**Problem.** Rutile TiO₂ in LDA+U (U = 4 eV on Ti d): six levels are tabulated at seven points of the Brillouin zone, and those of the last point are to be predicted. Point a, b and c are the coordinates of the wave vector. Level under 1 to 4 are the four highest filled levels, counted downwards, and level over 1 and 2 the two lowest empty ones, all measured from the valence top. The first four rows run from Γ (0, 0, 0) to Z (0, 0, ½), and the last three from M (½, ½, 0) to A (½, ½, ½). Below, k stands for point c.

GPAW 26.7.0, LDA+U (U = 4 eV on Ti d) with PAW data sets (gpaw-data 1.2.1), for rutile TiO₂ in a fixed cell (a = 4.6 Å, c = 2.959 Å), without spin polarisation or spin-orbit coupling. The plane-wave cutoff is 800 eV, the k mesh 4 × 4 × 6 and the Fermi-Dirac smearing 0.05 eV. Levels are taken at points of the k mesh and measured from the valence top.

```tsv
point a (reciprocal cell vector)	point b (reciprocal cell vector)	point c (reciprocal cell vector)	level under 4 (eV)	level under 3 (eV)	level under 2 (eV)	level under 1 (eV)	level over 1 (eV)	level over 2 (eV)
0.0000	0.0000	0.0000	-0.823	-0.539	-0.539	0.000	2.415	2.593
0.0000	0.0000	0.1667	-1.808	-1.030	-1.030	-0.192	2.859	2.868
0.0000	0.0000	0.3333	-2.136	-1.672	-1.672	-1.038	2.939	3.295
0.0000	0.0000	0.5000	-2.431	-2.431	-1.520	-1.520	3.543	3.543
0.5000	0.5000	0.0000	-1.455	-1.455	-1.217	-1.217	2.408	2.408
0.5000	0.5000	0.3333	-1.547	-1.547	-1.091	-1.091	3.495	3.495
0.5000	0.5000	0.5000	?	?	?	?	?	?
```

**(a) How are the levels grouped at A, and how must they vary from M to A?**

*Solution.* Both known rows on M–A contain only pairs, and symmetry explains this. A twofold screw axis along a, combined with time reversal, leaves every wave vector on the zone face a = ½ unchanged. Applied twice it is a translation by one cell along a, which on that face multiplies the state by −1, and such an operation forces every level to have a partner. These are spatial pairs, since spin polarisation and spin-orbit coupling are absent. The symmetry of A itself has only two-dimensional representations, so three pairs are forecast and no fourfold level.

The mirror plane normal to c makes the energy of each pair even in k about both M and A. The simplest such form is E(k) = E(M) + α(1 − cos 2πk), the band of a chain with nearest-neighbour hopping. Rutile has such chains: its TiO₆ octahedra share edges along c. By standard assignment the filled levels are mainly O 2p and the empty ones Ti 3d.

**(b) Predict the energies, with error bars.**

*Solution.* The bracket is 3/2 at k = ⅓ and 2 at A, so the two known rows fix α exactly and E(A) = E(M) + (4/3)[E(⅓) − E(M)]. For the top valence pair:

E(A) = −1.217 + (4/3)(−1.091 + 1.217) = −1.217 + 0.168 = −1.049 eV.

The same step gives −1.58 eV for the second valence pair and 3.86 eV for the empty pair.

The valence doublet on Γ–Z (level under 2 and 3) obeys the same evenness rule and serves as a control. Extrapolated from k = 0 and ⅓ it reaches −2.05 eV at Z, which lies 0.38 and 0.53 eV from the two pairs found there. The columns are sorted by energy and do not follow bands, so which pair the doublet joins is open. The nearer miss, the more optimistic choice, sets the valence bar at 0.4 eV.

For the empty pair there is reason to shift the cosine value. On Γ–Z, a cosine through the mean of the two empty levels at k = 0 and ⅙ overshoots their mean at k = ⅓ by 0.47 eV and the level at Z by 0.40 eV, which suggests that a flatter d band cuts in below the chain band. At k = ½ the Ti–O π network, with nearest-neighbour hopping only, falls apart into chains along [110] whose Bloch phase is the same at Z and A. If the lowest level at Z belongs to that network, which is a guess, it reappears at A and caps the forecast at the Z value. The bar is twice the 0.096 eV by which that mean at Γ lies above M, taken as a rough measure of coupling between chains. It is a weak one: if both levels belong to the chain band, the hop between corner and centre chains cancels in the mean and shows instead in their 0.178 eV split at Γ.

- Three exact pairs, no fourfold level.
- Top valence pair −1.05 ± 0.4 eV, above its Z value.
- Second valence pair −1.58 ± 0.4 eV, near Z's top pair.
- Conduction pair 3.54 ± 0.2 eV.
- Vertical gap 4.6 ± 0.45 eV (bars added in quadrature), smaller than at Z.
- A holds no band edge.

**(c) Compare with the calculation.**

The withheld rows as computed:

```tsv
point a (reciprocal cell vector)	point b (reciprocal cell vector)	point c (reciprocal cell vector)	level under 4 (eV)	level under 3 (eV)	level under 2 (eV)	level under 1 (eV)	level over 1 (eV)	level over 2 (eV)
0.5000	0.5000	0.5000	-1.291	-1.291	-0.749	-0.749	3.139	3.139
```

*Solution.* The symmetry forecasts hold: three exact pairs, well separated. A holds no band edge, so the gap on this mesh stays 2.408 eV from Γ to M. That is only 0.007 eV below the direct gap at Γ, too little on a coarse mesh, in an unrelaxed cell at a pressure of −3.3 GPa, to call the gap indirect. It also falls short of the measured value of roughly 3 eV (a recalled round figure), as is usual for LDA, here even with U.

Both valence pairs lie inside their bars, but both about 0.3 eV above the forecast, three quarters of the bar. The shape was wrong. The second pair was sent further down and instead turned up by 0.26 eV after k = ⅓, ending 0.23 eV above Z's top pair, so "near" holds only loosely.

The conduction forecast failed. The pair lies at 3.139 eV, 0.40 eV below the forecast and twice the bar; the pure cosine would have missed by 0.72 eV. The cap pointed the right way, but the lowest empty levels at Z and A are plainly not copies of each other. With nearest-neighbour Ti–O hopping alone all levels at Z and A are expected to coincide, so the difference points to O–O and Ti–Ti hops; the valence pairs, 0.77 and 1.14 eV above their Z values, show that these are not small. The bar was too narrow because it came from k = 0, whereas the 0.4 eV overshoot at Z already showed how large errors near k = ½ can be. The vertical gap, 3.888 eV, is smaller than at Z as forecast but 0.70 eV below the predicted value and outside its bar, because the valence and conduction misses add.

The misses share a pattern. From k = ⅓ to A the empty pair falls by 0.36 eV while the top valence pair rises by 0.34 eV. Weak Ti–O mixing that fades towards A does not explain this. The p orbitals normal to c of an oxygen bridging two Ti along c do couple to the d orbitals that are even under the mirror with a factor cos πk, which vanishes at k = ½. But for weak mixing the shift goes as the square of this factor, (1 + cos 2πk)/2, which the fitted cosine already contains. A turn or a steepening after k = ⅓ needs higher harmonics, as from stronger mixing or longer hops, or a change in the order of the pairs. For the valence pairs the energies alone do not tell which. For the empty pair they lean towards a change of order: the cosine coefficient from M to k = ⅓, 0.725 eV, matches the 0.719 eV found near Γ, while a smooth bend through all three points would need a second harmonic (0.36 eV) as large as the first (0.37 eV).

A single cosine works when one isolated band is followed and hopping along c reaches only the nearest neighbour. Rutile SnO₂ would show the same pairs, since they come from the space group, but its conduction bottom is a broad Sn 5s band rather than a bundle of narrow d bands that can change order. The open question for TiO₂ is whether the lowest empty pair bends over smoothly between M and A or is overtaken by a second pair coming down; a dense path with orbital weights would decide it.
